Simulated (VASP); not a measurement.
## SiO2: elastic constants with RPBE

Crystal: SiO2.

```xyz
6
Lattice="4.1865 0.0000 0.0000 0.0000 4.1865 0.0000 0.0000 0.0000 2.6684" Properties=species:S:1:pos:R:3 pbc="T T T"
Si    0.0000    0.0000    0.0000
Si    2.0932    2.0932    1.3342
O     1.2807    1.2807    0.0000
O     0.8126    3.3739    1.3342
O     2.9058    2.9058    0.0000
O     3.3739    0.8126    1.3342
```

```json
{"Program": "VASP 6.6.1", "Task": "elastic constants", "Functional": "RPBE", "Potentials or basis": "VASP PAW PBE potentials, release 64 (Si, O)", "Cutoff": "600 eV", "k mesh": "6 × 6 × 8", "Occupations": "gaussian, width 0.02 eV", "Spin": "no spin polarisation", "Ions in elastic constants": "relaxed", "Further INCAR settings": "ALGO = Fast; EDIFF = 1e-08; IBRION = 6; POTIM = 0.015; NSW = 1; ISIF = 3"}
```

* Relaxed volume: 8.18 Å³/atom
* Relaxed cell: a = 4.265 Å, b = 4.265 Å, c = 2.699 Å, α = 90.00°, β = 90.00°, γ = 90.00°
* Space group after relaxing (to 0.05 Å): P4_2/mnm (No. 136)
* Voigt bulk modulus: 261 GPa
* Highest phonon frequency at Γ, LO-TO splitting left out: 891 cm⁻¹

Step by step:
| step | energy change (eV) | largest force (eV/Å) | pressure (GPa) | volume (Å³) |
| --- | --- | --- | --- | --- |
| 1 | 0.0000 | 0.0877 | 14.01 | 46.77 |
| 2 | 0.0389 | 0.5740 | -13.79 | 51.54 |
| 3 | -0.0873 | 0.2412 | 0.05 | 48.85 |
| 4 | -0.0873 | 0.2352 | 0.30 | 48.81 |
| 5 | -0.0935 | 0.0082 | 0.22 | 49.00 |
| 6 | -0.0935 | 0.0403 | 0.21 | 49.02 |
| 7 | -0.0945 | 0.0079 | -0.14 | 49.13 |
| 8 | -0.0945 | 0.0051 | -0.12 | 49.12 |
| 9 | -0.0945 | 0.0044 | 0.12 | 49.09 |
| 10 | -0.0945 | 0.0001 | 0.01 | 49.10 |

Final structure:
```yaml
crystal:
  lattice:
    - [4.26501, 0.00000, 0.00000]
    - [0.00000, 4.26501, 0.00000]
    - [0.00000, 0.00000, 2.69947]
  atoms:
    - { symbol: Si, position: [0.00000, 0.00000, 0.00000] }
    - { symbol: Si, position: [0.50000, 0.50000, 0.50000] }
    - { symbol: O, position: [0.30750, 0.30750, 0.00000] }
    - { symbol: O, position: [0.19251, 0.80749, 0.50000] }
    - { symbol: O, position: [0.69251, 0.69251, 0.00000] }
    - { symbol: O, position: [0.80749, 0.19251, 0.50000] }
```

Phonon frequencies in cm⁻¹ (negative: imaginary):
```csv
q point,frequencies
"(0.000, 0.000, 0.000)",0 0 0 226 368 412 412 520 520 552 552 570 623 709 715 791 791 891
```

Elastic tensor in Voigt notation (GPa, in the Cartesian axes of the cell as first typed):
```
364 138 168   0   0   0
138 364 168   0   0   0
168 168 674   0   0   0
  0   0   0 221   0   0
  0   0   0   0 221   0
  0   0   0   0   0 271
```

Clamped-ion elastic tensor (GPa):
```
463 144 166   0   0   0
144 463 166   0   0   0
166 166 674   0   0   0
  0   0   0 224   0   0
  0   0   0   0 224   0
  0   0   0   0   0 276
```

Wall time 19 min on 1 thread of Intel(R) Xeon(R) Platinum 8375C CPU @ 2.90GHz (Ice Lake), with other jobs on the host, peak memory 0.38 GiB.

Caveat: the PAW data sets were made with another functional, which shifts forces and pressure a little.
